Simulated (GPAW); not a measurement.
# BeTe (F-43m) in GPAW: settings compared

Aim: see how the results for BeTe move with the level of theory and the settings. Levels: PBEsol+D4, PBE, LDA, BLYP+D3. Tasks: equation of state, band structure.

All numbers are computed with GPAW 26.7.0; they aren't measurements. Logs are shortened: lines on timing, memory, paths and dates and some standing lists are left out, and cuts for length are marked. The log counts tension as positive stress, the text compression.

## Step 1: Starting point

The structure is cubic, space group F-43m (No. 216). Conventional cell: a = 5.540 Å, b = 5.540 Å, c = 5.540 Å, α = 90.00°, β = 90.00°, γ = 90.00°. Te (site symmetry -43m) has 4 Be at 2.40 Å as nearest neighbours. Be (site symmetry -43m) is surrounded by 4 Te at 2.40 Å.

## Step 2: Equation of state, PBEsol+D4

Contents of run.py:

```python
from ase.calculators.mixing import SumCalculator
from ase.eos import EquationOfState
from ase.io import Trajectory
from ase.spacegroup import crystal
from ase.units import GPa
from dftd4.ase import DFTD4
from gpaw import GPAW, PW, setup_paths

setup_paths.insert(0, '.')

# Te 4c
# Be 4a
atoms = crystal(['Te', 'Be'],
                basis=[[0.25, 0.25, 0.25],
                       [0.0, 0.0, 0.0]],
                spacegroup=216, setting=1,  # F-43m
                cellpar=[5.54, 5.54, 5.54, 90.0, 90.0, 90.0],
                primitive_cell=True)

traj = Trajectory('eos.traj', 'w')
volumes, energies = [], []
for x in [0.94, 0.96, 0.98, 1.0, 1.02, 1.04, 1.06]:
    a = atoms.copy()
    a.set_cell(atoms.cell * x**(1 / 3), scale_atoms=True)
    calc = GPAW(mode=PW(800),
                xc='PBEsol',
                kpts={'size': (8, 8, 8), 'gamma': True},
                occupations={'name': 'fermi-dirac', 'width': 0.05},
                nbands=11,
                convergence={'density': 1e-05, 'energy': 1e-05},
                maxiter=150,
                txt=f'eos-{x:.2f}.txt')
    a.calc = SumCalculator([calc, DFTD4(method='pbesol')])
    energies.append(a.get_potential_energy())
    volumes.append(a.get_volume())
    p = -a.get_stress()[:3].mean() / GPa
    calc.write(f'eos-{x:.2f}.gpw')
    traj.write(a)
    print(f'{x:.2f} {volumes[-1]:10.4f} A^3 {energies[-1]:14.6f} eV {p:9.3f} GPa', flush=True)

v0, e0, B = EquationOfState(volumes, energies, eos='birchmurnaghan').fit()
print(f'V0 = {v0:.4f} A^3, E0 = {e0:.6f} eV, B0 = {B / GPa:.2f} GPa')
```

Potentials or basis: PAW data sets generated in the run's folder for this functional, pw.

Started as:

```bash
> gpaw-setup -f PBEsol Be Te
> OMP_NUM_THREADS=1 python run.py
```

The log of the run:

```text
__  _  _
 | _ |_)|_||  |
 |__||  | ||/\| - 26.7.0

Input parameters:
  mode=PW(ecut=800.0),
  convergence={'density': 1e-05, 'energy': 1e-05},
  kpts=MonkhorstPack(size=(8, 8, 8), gamma=True),
  maxiter=150,
  nbands=11,
  occupations=Occupations(name='fermi-dirac', width=0.05),
  xc=XC(name='PBEsol')

Diagonalizing LCAO Hamiltonian
Converting LCAO to pw mode

           Te

       Be

Atoms  # Å, Bohr magnetons
|   | symbol |        x |        y |        z |    initial magnetic moments |
|---|--------|----------|----------|----------|-----------------------------|
| 0 |     Te | 1.356727 | 1.356727 | 1.356727 | ( 0.0000,  0.0000,  0.0000) |
| 1 |     Be | 0.000000 | 0.000000 | 0.000000 | ( 0.0000,  0.0000,  0.0000) |

Unit cell  # Å
| periodic |        x |        y |        z |  lengths |    angles |
|----------|----------|----------|----------|----------|-----------|
|      yes | 0.000000 | 2.713454 | 2.713454 | 3.837403 | 60.000000 |
|      yes | 2.713454 | 0.000000 | 2.713454 | 3.837403 | 60.000000 |
|      yes | 2.713454 | 2.713454 | 0.000000 | 3.837403 | 60.000000 |

Number of symmetries: 24
Symmetry operations  # r_c * U_cc + t_c -> r_c
|    | kind |            matrix            |
|----|------|------------------------------|
|  0 |  E   |  1, 0, 0,  0, 1, 0,  0, 0, 1 |
|  1 |  σ   |  1, 0, 0,  0, 0, 1,  0, 1, 0 |
|  2 |  σ   |  1, 0,-1,  0, 1,-1,  0, 0,-1 |
|  3 |  C3  |  1, 0,-1,  0, 0,-1,  0, 1,-1 |
|  4 |  C3  |  1,-1, 0,  0,-1, 1,  0,-1, 0 |
|  5 |  σ   |  1,-1, 0,  0,-1, 0,  0,-1, 1 |
|  6 |  σ   |  0, 1, 0,  1, 0, 0,  0, 0, 1 |
|  7 |  C3  |  0, 1, 0,  0, 0, 1,  1, 0, 0 |
|  8 |  C2  |  0, 1,-1,  1, 0,-1,  0, 0,-1 |
|  9 |  S4  |  0, 1,-1,  0, 0,-1,  1, 0,-1 |
| 10 |  C3  |  0, 0, 1,  1, 0, 0,  0, 1, 0 |
| 11 |  σ   |  0, 0, 1,  0, 1, 0,  1, 0, 0 |
| 12 |  S4  |  0, 0,-1,  1, 0,-1,  0, 1,-1 |
| 13 |  C3  |  0, 0,-1,  0, 1,-1,  1, 0,-1 |
| 14 |  S4  |  0,-1, 1,  1,-1, 0,  0,-1, 0 |
| 15 |  C2  |  0,-1, 1,  0,-1, 0,  1,-1, 0 |
| 16 |  C3  |  0,-1, 0,  1,-1, 0,  0,-1, 1 |
| 17 |  S4  |  0,-1, 0,  0,-1, 1,  1,-1, 0 |
| 18 |  S4  | -1, 1, 0, -1, 0, 1, -1, 0, 0 |
| 19 |  C3  | -1, 1, 0, -1, 0, 0, -1, 0, 1 |
| 20 |  C3  | -1, 0, 1, -1, 1, 0, -1, 0, 0 |
| 21 |  S4  | -1, 0, 1, -1, 0, 0, -1, 1, 0 |
| 22 |  σ   | -1, 0, 0, -1, 1, 0, -1, 0, 1 |
| 23 |  C2  | -1, 0, 0, -1, 0, 1, -1, 1, 0 |

BZ-sampling:
  Number of BZ points: 512
  Number of IBZ points: 29

  Monkhorst-Pack size: [8, 8, 8]
  Monkhorst-Pack shift: [0.0625, 0.0625, 0.0625]

K-points  # in reciprocal-cell coordinates
|     |                                coordinates |     weight |
|-----|--------------------------------------------|------------|
|   0 | (  0.00000000,   0.00000000,   0.00000000) | 0.00195312 |
|   1 | (  0.12500000,   0.12500000,   0.00000000) | 0.01171875 |
|   2 | (  0.12500000,   0.12500000,   0.12500000) | 0.01562500 |
|   3 | (  0.25000000,   0.12500000,   0.12500000) | 0.02343750 |
|   4 | (  0.25000000,   0.25000000,   0.00000000) | 0.01171875 |
|   5 | (  0.25000000,   0.25000000,   0.12500000) | 0.04687500 |
|   6 | (  0.25000000,   0.25000000,   0.25000000) | 0.01562500 |
|   7 | (  0.37500000,   0.25000000,  -0.37500000) | 0.04687500 |
|   8 | (  0.37500000,   0.25000000,   0.12500000) | 0.04687500 |
|   9 | (  0.37500000,   0.25000000,   0.25000000) | 0.04687500 |
| ... |                                            |            |
|  28 | (  0.50000000,   0.50000000,   0.50000000) | 0.00781250 |

Plane wave coefficients: 2085
Cutoff: 800.0 eV

Spin-components: 1 (collinear spins)
Bands:           11
Projectors:      10
Spin-degeneracy: 2
Datatype:        complex128

Parallelization:
  kpt:    1
  domain: 1
  band:   1

Density:
  Valence electrons: 8.0
  Components: 1
  Grid points: [27 27 27]
  Charge: 0.0  # |e|

Potential:
  Grid points: [27 27 27]

species:
  Te:
    name:    Tellurium
    Z:       52.0
    valence: 6
    core:    46
    charge:  0.0  # [|e|]
    compensation charges:
      type: gauss
      rc: 0.36  # [Å]
      lmax: 2
    cutoffs:
      filter: 2.09  # [Å]
      core: 3.17  # [Å]
    projectors
    | kind |    occ | energy [eV] | rcut [Å] |
    |------|--------|-------------|----------|
    |   5s |  2.000 |     -15.132 |    1.180 |
    |   5p |  4.000 |      -5.970 |    1.196 |
    |    s |        |      12.080 |    1.180 |
    |    p |        |      21.241 |    1.196 |
    |    d |        |       0.000 |    1.238 |

    Using partial waves for Te as LCAO basis

  Be:
    name:    Beryllium
    Z:       4.0
    valence: 2
    core:    2
    charge:  0.0  # [|e|]
    compensation charges:
      type: gauss
      rc: 0.25  # [Å]
      lmax: 2
    cutoffs:
      filter: 1.42  # [Å]
      core: 1.77  # [Å]
    projectors
    | kind |    occ | energy [eV] | rcut [Å] |
    |------|--------|-------------|----------|
    |   2s |  2.000 |      -5.543 |    0.794 |
    |   2p |  0.000 |      -1.968 |    0.794 |
    |    s |        |      21.668 |    0.794 |
    |    p |        |      25.243 |    0.794 |
    |    d |        |       0.000 |    0.794 |

    Using partial waves for Be as LCAO basis

Reference energy: -185107.435115  # eV

eigensolver:
  PPCG
  Converge bands: occupied
  niter=2

density mixing:
  MSR1-Mixer
  Pratt-step length: 0.05
  Maximum mixing coefficient: 0.75
  Old densities: 10
  SVD Regularization: 0.005
  Good broyden scale: 1.0
  Trust region scale: 1.0
  Backstep threshold: 4.0
  History deletion threshold: 6.0
  Fourier metric: weight=20.0, sigma=0.015

occupation numbers:
  Fermi-Dirac:
    width: 0.0500  # eV

poisson solver:
  ecut: 6400.0  # eV

xc functional:
  name: PBEsol with 2 nearest neighbor stencil

convergence criteria:
- Maximum integral of absolute [dens]ity change: 1e-05 electrons / valence electron
- Maximum [total energy] change in last 3 cyles: 1e-05 eV / valence electron
- Maximum integral of absolute [eigenst]ate change: 4e-08 eV^2 / valence electron
maximum number of iterations: 150

SCF iterations
|iter     | |      energy | eigst |  dens |
|---------|-|-------------|-------|-------|
|iter:   1| |   -8.403361 | -0.12 |       |
|iter:   2| |   -8.374038 | -2.09 | -0.88 |
|iter:   3| |   -8.199329 | -2.09 | -0.91 |
|iter:   4| |   -8.196838 | -3.09 | -1.56 |
|iter:   5| |   -8.197234 | -4.28 | -2.11 |
|iter:   6| |   -8.197275 | -5.47 | -2.68 |
|iter:   7| |   -8.197275c| -7.16 | -3.79 |
|iter:   8| |   -8.197276c| -7.97c| -4.23 |
|iter:   9| |   -8.197276c| -8.80c| -5.42c|

Converged in 9 steps
Energy contributions relative to reference atoms: (reference = -185107.435115)

Energy contributions:
  Kinetic:          23.168120
  Coulomb:         -20.379186
  Zero:              0.154499
  External:          0.000000
  Xc:              -11.140708
  Entropy:          -0.000000
  Spinorbit:         0.000000
  ----------------------------
  Free energy:      -8.197276
  Extrapolated:     -8.197276

dipole moment: (-11.276624, -11.276624, -11.276624)  # |e|*Ang

Fermi level: 6.984
Eigenvalues  # (at kpt = [0.000, 0.000, 0.000])
| band index |      eig [eV] | occ [0-2] |
|------------|---------------|-----------|
|          0 |        -6.908 |     2.000 |
|          1 |         6.194 |     2.000 |
|          2 |         6.194 |     2.000 |
|          3 |         6.194 |     2.000 |
|          4 |         9.710 |     0.000 |
|          5 |         9.710 |     0.000 |
|          6 |         9.710 |     0.000 |
|          7 |        10.771 |     0.000 |
|          8 |        14.566 |     0.000 |
|          9 |        16.895 |     0.000 |
|         10 |        17.499 |     0.000 |

Gap: 1.577 eV
Transition (v -> c):
  (s=0, k=0, n=3, [0.00, 0.00, 0.00]) -> (s=0, k=24, n=4, [0.50, 0.50, 0.00])
Direct/indirect transitions are different
Direct gap: 3.517 eV
Transition at: (s=0, k=0, n=3, [0.00, 0.00, 0.00])

Stress tensor  # eV/Ang^3
|         x |         y |         z |
|-----------|-----------|-----------|
| -0.043238 | -0.000000 | -0.000000 |
| -0.000000 | -0.043238 | -0.000000 |
| -0.000000 | -0.000000 | -0.043238 |

# Writing to eos-0.94.gpw (mode='')
```

Wall time 1.8 min (1 thread of Arm Neoverse V1, shared host); peak memory 0.3 GiB.

Results:

| Property | Result |
| --- | --- |
| Equilibrium volume | 21.50 Å³/atom |
| Bulk modulus | 63 GPa |
| Pressure derivative of the bulk modulus | 4.0 |

Energy against volume, from the lowest point:
| volume (Å³/atom) | energy (meV/atom) |
| --- | --- |
| 19.979 | 23.84 |
| 20.404 | 11.83 |
| 20.829 | 4.13 |
| 21.254 | 0.31 |
| 21.679 | 0.00 |
| 22.104 | 2.89 |
| 22.529 | 8.66 |

Spin-orbit coupling is left out, which matters for the levels of Te. Zero-point motion and thermal expansion aren't in these numbers.

## Step 3: Equation of state, PBE

Contents of run.py:

```python
from ase.eos import EquationOfState
from ase.io import Trajectory
from ase.spacegroup import crystal
from ase.units import GPa
from gpaw import GPAW

# Te 4c
# Be 4a
atoms = crystal(['Te', 'Be'],
                basis=[[0.25, 0.25, 0.25],
                       [0.0, 0.0, 0.0]],
                spacegroup=216, setting=1,  # F-43m
                cellpar=[5.54, 5.54, 5.54, 90.0, 90.0, 90.0],
                primitive_cell=True)

traj = Trajectory('eos.traj', 'w')
volumes, energies = [], []
for x in [0.94, 0.96, 0.98, 1.0, 1.02, 1.04, 1.06]:
    a = atoms.copy()
    a.set_cell(atoms.cell * x**(1 / 3), scale_atoms=True)
    calc = GPAW(mode='lcao',
                h=0.18,
                basis='dz(dzp)',
                xc='PBE',
                kpts={'size': (8, 8, 8), 'gamma': True},
                occupations={'name': 'fermi-dirac', 'width': 0.05},
                convergence={'density': 1e-05, 'energy': 1e-05},
                maxiter=150,
                txt=f'eos-{x:.2f}.txt')
    a.calc = calc
    energies.append(a.get_potential_energy(force_consistent=True))
    volumes.append(a.get_volume())
    calc.write(f'eos-{x:.2f}.gpw')
    traj.write(a)
    print(f'{x:.2f} {volumes[-1]:10.4f} A^3 {energies[-1]:14.6f} eV', flush=True)

v0, e0, B = EquationOfState(volumes, energies, eos='birchmurnaghan').fit()
print(f'V0 = {v0:.4f} A^3, E0 = {e0:.6f} eV, B0 = {B / GPa:.2f} GPa')
```

Potentials or basis: GPAW PAW data sets (gpaw-data 1.2.1), lcao:dz(dzp).

Started as:

```bash
> OMP_NUM_THREADS=1 python run.py
```

It took 31 s on 1 thread of Arm Neoverse V1, shared host; peak memory 0.19 GiB.

These settings aren't checked as converged: the numbers below hold their error.

What came out:

```yaml
Equilibrium_volume: outside the volumes run
```

Caveat: the real-space grid adds noise to forces; the basis of atomic orbitals isn't converged, which shifts pressures, moduli and gaps.

## Step 4: Band structure, LDA

Contents of run.py:

```python
from ase.dft.bandgap import bandgap
from ase.io import read, write
from ase.units import GPa
from gpaw import GPAW, PW, setup_paths

setup_paths.insert(0, '.')

atoms = read('BeTe.cif')

calc = GPAW(mode=PW(800),
            xc='LDA',
            kpts={'size': (8, 8, 8), 'gamma': True},
            occupations={'name': 'fermi-dirac', 'width': 0.05},
            nbands=11,
            convergence={'density': 1e-05, 'energy': 1e-05},
            maxiter=150,
            txt='gpaw.txt')
atoms.calc = calc
energy = atoms.get_potential_energy()
forces = atoms.get_forces()
stress = atoms.get_stress()
calc.write('gs.gpw')
write('result.traj', atoms)
print(f'Energy: {energy:.6f} eV')
print('Forces (eV/A):')
print(forces.round(4))
print('Stress (GPa):', (stress / GPa).round(3))
print('Fermi level:', round(calc.get_fermi_level(), 4), 'eV')
print(f'Gap: {bandgap(calc)[0]:.4f} eV, direct: {bandgap(calc, direct=True)[0]:.4f} eV')

path = atoms.cell.bandpath('GXWKGLUWLK,UX', npoints=80, eps=1e-4)
bs_calc = calc.fixed_density(kpts=path, symmetry='off', nbands=21,
                             convergence={'bands': 'CBM+6.0', 'eigenstates': 1e-6}, txt='bands.txt')
bs = bs_calc.band_structure()
bs.write('bs.json')
print(f'Gap on the path: {bandgap(bs_calc)[0]:.4f} eV')
```

Contents of BeTe.cif:

```cif
data_BeTe
_cell_length_a 3.91737157
_cell_length_b 3.91737157
_cell_length_c 3.91737157
_cell_angle_alpha 60.00000000
_cell_angle_beta 60.00000000
_cell_angle_gamma 60.00000000
_space_group_name_H-M_alt 'P1'
_space_group_name_Hall 'P 1'
_space_group_IT_number 1
loop_
_space_group_symop_operation_xyz
'x,y,z'
loop_
_atom_site_label
_atom_site_type_symbol
_atom_site_symmetry_multiplicity
_atom_site_Wyckoff_symbol
_atom_site_fract_x
_atom_site_fract_y
_atom_site_fract_z
_atom_site_occupancy
Te1 Te 1 a 0.7500000000 0.7500000000 0.7500000000 1
Be1 Be 1 a 0.0000000000 0.0000000000 0.0000000000 1
```

Potentials or basis: PAW data sets generated in the run's folder for this functional, pw.

Started as:

```bash
> gpaw-setup -f LDA Be Te
> OMP_NUM_THREADS=1 python run.py
```

Run time: 50 s. Hardware: 1 thread of Arm Neoverse V1, shared host; peak memory 0.28 GiB.

The run converged. Its results:

```yaml
Free_energy: -8.8341 eV
Pressure: 0.3 GPa
Band_gap_on_the_k_mesh: 1.77 eV, indirect (least direct gap 3.59 eV)
Band_gap_along_the_path: 1.77 eV, indirect (least direct gap 3.59 eV)
```

Levels at the corners of the path, in eV from the valence-band top:
```
point  band 2  band 3  band 4  band 5  band 6  band 7
    Γ    0.00    0.00    0.00    3.59    3.59    3.59
    X   -5.33   -2.82   -2.82    1.77    2.62    9.99
    W   -4.73   -3.97   -3.45    5.26    5.49    5.62
    K   -4.94   -4.16   -2.39    2.59    5.29    8.07
    Γ    0.00    0.00    0.00    3.59    3.59    3.59
    L   -5.84   -1.21   -1.21    3.21    4.59    4.59
    U   -4.94   -4.16   -2.39    2.59    5.29    8.07
    W   -4.73   -3.97   -3.45    5.26    5.49    5.62
    L   -5.84   -1.21   -1.21    3.21    4.59    4.59
    K   -4.94   -4.16   -2.39    2.59    5.29    8.07
    U   -4.94   -4.16   -2.39    2.59    5.29    8.07
    X   -5.33   -2.82   -2.82    1.77    2.62    9.99
```

Caveat: spin-orbit coupling is left out, which moves the levels of the heavy elements. LDA gaps usually lie below the measured ones, often by a third to a half.

(Part 1 of 2 ends here.)
